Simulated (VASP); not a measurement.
A run of VASP 6.6.1 is set up as follows.

The input INCAR:

```
SYSTEM = Sn
ALGO = Normal
EDIFF = 1E-7
ENCUT = 520
GGA = PE
ISIF = 2
ISMEAR = -1
LASPH = .True.
LCHARG = .False.
LREAL = .False.
LWAVE = .False.
NBANDS = 21
NELM = 100
PREC = Accurate
SIGMA = 0.05
```

Contents of KPOINTS:

```
k-points
0
Gamma
  9 9 9
  0 0 0
```

Contents of POSCAR:

```
Sn
1.0
   -2.9401404553      2.9401404553      1.5993019889
    2.9401404553     -2.9401404553      1.5993019889
    2.9401404553      2.9401404553     -1.5993019889
Sn
2
Direct
    0.0070650000     -0.0047300000     -0.0123030000
    0.7491880000      0.2445090000      0.4991050000
```

Potentials or basis: VASP PAW PBE potentials, release 64 (Sn_d).

The run is started by

```bash
$ cat potpaw_PBE.64/Sn_d/POTCAR > POTCAR
$ mpirun -np 1 vasp_std > vasp.out
```

(1) Predict the largest force.

(2) Predict the band gap on the k mesh.

(3) Predict the pressure.

Results:

(1) 0.192 eV/Å.

(2) none (metal or under the smearing width).

(3) 1.4 GPa.
